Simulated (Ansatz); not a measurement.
Mn (fcc): energy against volume

These are results of Ansatz, DFT, r2SCAN, plane waves (500 eV) with PAW, scalar-relativistic, not measurements. (PAW data from PBE, frozen cores regenerated.)

The cell is scaled uniformly from the relaxed one, with fractional coordinates and shape fixed. Energies are extrapolated to zero smearing, pressures are those at the given smearing. Magnetic state: spin not included. It is not the lowest magnetic state of this structure.

A Birch-Murnaghan fit gives V₀ = 10.45 Å³/atom, B₀ = 309 GPa, B₀′ = 4.4.

What are the energy above the minimum and the pressure at 9.205 Å³/atom?

179.8 meV/atom and 52.01 GPa as computed.

What are the energy above the minimum and the pressure at 9.623 Å³/atom?

73.3 meV/atom and 30.88 GPa as computed.

What are the energy above the minimum and the pressure at 10.041 Å³/atom?

16.6 meV/atom and 13.83 GPa as computed.
